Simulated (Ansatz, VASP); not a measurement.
Two plane-wave programs on LiCl

Contents of POSCAR:

```
LiCl
1.0
    3.1693915837      0.0000000000      0.0000000000
    0.0000000000      3.2711235254      0.0000000000
    0.0000000000      0.0000000000      3.2711235254
Li Cl
1 1
Direct
    0.0000000000      0.0000000000      0.0000000000
    0.5000000000      0.5000000000      0.5000000000
```

File INCAR.step1:

```
SYSTEM = LiCl
ALGO = Normal ; EDIFF = 1E-4
ENCUT = 520 ; GGA = PE
ISMEAR = 0 ; LASPH = .True.
LCHARG = .False. ; LREAL = .False.
LWAVE = .True. ; NBANDS = 12
NELM = 80 ; PREC = Accurate
SIGMA = 0.01
```

Contents of INCAR.step2:

```
SYSTEM = LiCl
ALGO = Normal ; EDIFF = 1E-6
ENCUT = 520 ; ISIF = 2
ISMEAR = 0 ; ISTART = 1
LASPH = .True. ; LCHARG = .False.
LMIXTAU = .True. ; LREAL = .False.
LWAVE = .False. ; METAGGA = R2SCAN
NBANDS = 12 ; NELM = 80
PREC = Accurate ; SIGMA = 0.01
```

Contents of KPOINTS:

```
k-points
0
Gamma
  8 8 8
  0 0 0
```

Input for Ansatz:

```yaml
crystal:
  lattice:
    - [3.1693915837, 0.0, 0.0]
    - [0.0, 3.2711235254, 0.0]
    - [0.0, 0.0, 3.2711235254]
  atoms:
    - { symbol: Li, position: [0.0, 0.0, 0.0] }
    - { symbol: Cl, position: [0.5, 0.5, 0.5] }
kpoints:
  mp_grid: { grid: [8, 8, 8] }
  band_path:
    path: [[0.0, 0.0, 0.0], [0.0, 0.5, 0.0], [0.5, 0.5, 0.0], [0.5, 0.5, 0.5]]
    npoints: 1
hamiltonian:
  xc: r2scan
scf:
  occupations: { method: fixed }
  n_extra_bands: 4
output:
  forces: true
  stress: true
  eigenvalues: true
  write_density: true
  write_potential: true
  elf: true
  volumetric_format: npy
```

Change from the starting cell: uniaxial_x strain -3.1%.

Alike in both runs: task single point; functional r2SCAN; k mesh 8 × 8 × 8; no spin polarisation.

```csv
,VASP,Ansatz
version,VASP 6.6.1,Ansatz 0.2.0
potentials or method,"VASP PAW PBE potentials, release 64 (Li_sv, Cl)","plane waves, PAW"
plane-wave cutoff (eV),520,500
occupations,"gaussian, width 0.01 eV",fixed
valence electrons in the cell,10,10
```

```tsv
	VASP	Ansatz	Ansatz less VASP
gap on the k mesh at the Fermi level (eV)	5.33	5.18	-0.144
```

 A k mesh can miss the band edges.
